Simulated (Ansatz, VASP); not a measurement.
## Two plane-wave programs on WSe2

```xyz
3
Lattice="3.2820 0.0000 0.0000 -1.6410 2.8423 0.0000 0.0000 0.0000 30.4820" Properties=species:S:1:pos:R:3 pbc="T T T"
Se    1.6410    0.9474    9.0023
Se    1.6410    0.9474   12.3387
W     0.0000    1.8949   10.6705
```

Alike in both runs: functional PBEsol; k mesh 12 × 12 × 1; occupations gaussian, width 0.02 eV; no spin polarisation.

Ansatz relaxed the structure, and its values are those at the end. VASP's run is a single point on that final structure, the one shown.

```csv
,VASP,Ansatz
version,VASP 6.6.1,Ansatz 0.2.0
potentials or method,"VASP PAW PBE potentials, release 64 (Se, W_sv)","scalar-relativistic, plane waves, PAW"
plane-wave cutoff (eV),520,420
valence electrons in the cell,26,46
```

Ansatz gave:

| Property | Result |
| --- | --- |
| gap on the k mesh at the Fermi level (eV) | 1.64 |
| least direct gap on the mesh (eV) | 1.64 |
| rms of the force components (eV/Å) | 0.000 |

Q: What did VASP give for the same quantities?

A: gap on the k mesh at the Fermi level (eV): 1.64; least direct gap on the mesh (eV): 1.64; rms of the force components (eV/Å): 0.029.

The two sets of potentials don't hold the same shells in valence. Ansatz warned: «slab_cell_height_set».

Caveats: the PAW data sets were made with another functional, which shifts forces and pressure a little (VASP); spin-orbit coupling is left out, which moves the levels of the heavy elements.
